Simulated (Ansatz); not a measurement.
Write the native input for Ansatz 0.2.0 that does the following.

```
Task                : relaxation of cell and atoms
Functional          : revPBE
Potentials or basis : all-electron LAPW, scalar-relativistic
Basis error allowed : 0.001 eV/atom
k mesh              : 11 × 11 × 11
Occupations         : fermi-dirac, width 0.05 eV
Spin                : collinear spin, ferromagnetic start
Starting moments    : [2.0, 0.0] μB
```

The system is CoO.

```
CELL_PARAMETERS angstrom
0.00000 2.13150 2.13150
2.13150 0.00000 2.13150
2.13150 2.13150 0.00000
ATOMIC_POSITIONS crystal
Co 0.00000 0.00000 0.00000
O 0.50000 0.50000 0.50000
```

These files were run (other wordings do the same):

input.yaml

```yaml
crystal:
  lattice:
    - [0.0, 2.1315, 2.1315]
    - [2.1315, 0.0, 2.1315]
    - [2.1315, 2.1315, 0.0]
  atoms:
    - { symbol: Co, position: [0.0, 0.0, 0.0], spin: 2.0 }
    - { symbol: O, position: [0.5, 0.5, 0.5] }
kpoints:
  mp_grid: { grid: [11, 11, 11] }
scf:
  occupations: { method: fermi_dirac, width: 0.05 }
hamiltonian:
  xc: revpbe
  pseudopotentials: { kind: all_electron, lapw: { basis_error: 0.001 } }
magnetization:
  spin_polarized: true
output:
  forces: true
  stress: true
relax:
  f_tol: 0.02
  max_steps: 60
  cell: {}
```

Potentials or basis: all-electron LAPW, scalar-relativistic.

Command:

```sh
$ ansatz run input.yaml --threads 2 --pin off --max-ram 6144MiB --backend cpu --events-out ev --progress --plain --runs-dir out
```

It gave:

```
Relaxed volume                         : 9.83 Å³/atom
Relaxed cell                           : a = 3.029 Å, b = 3.029 Å, c = 3.029 Å, α = 60.00°, β = 60.00°, γ = 60.00°
Space group after relaxing (to 0.05 Å) : Fm-3m (No. 225)
Energy gained by relaxing              : 1.1 meV/atom
Ionic steps                            : 4
Pressure after relaxing                : 0.0 GPa
Net moment                             : 2.97 μB per cell
Absolute moment                        : 2.99 μB per cell
Site moments                           : Co +2.62; O +0.32 μB
```

Caveat: a cell with one magnetic atom can't hold antiferromagnetic order, which such compounds often take.

Run time: 35 s on 2 threads of Arm Neoverse V1 (shared host), peak memory 0.43 GiB.
